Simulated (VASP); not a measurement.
Input:

```
CsPbI3
1.0
    6.35496     0.00000     0.00000
    0.00000     6.35496     0.00000
    0.00000     0.00000     6.35496
Cs Pb I
1 1 3
Direct
  0.00000   0.00000   0.00000
  0.50000   0.50000   0.50000
  0.50000   0.00000   0.50000
  0.00000   0.50000   0.50000
  0.50000   0.50000   0.00000
```

These are PBE GGA, VASP's PBE PAW potentials (set 64) (plane waves; VASP 6.6.1) values and carry that method's errors. Numerical set-up: 520 eV cut-off, Gaussian smearing of 0.050 eV, potentials Cs_sv Pb_d I.

Unless said otherwise, spin-orbit coupling is left out, though it shifts the bands of the heavy elements here.

Problem. Estimate the band gap (along the path) with the smallest direct gap where there is one.

Solution. 
```json
{
  "band gap (along the path)": "1.42 eV",
  "smallest direct gap (along the path)": "1.42 eV"
}
```

The compound is CsPbI3 in the cubic perovskite structure, the ideal cubic form; the compound distorts at low or room temperature. It was relaxed first.
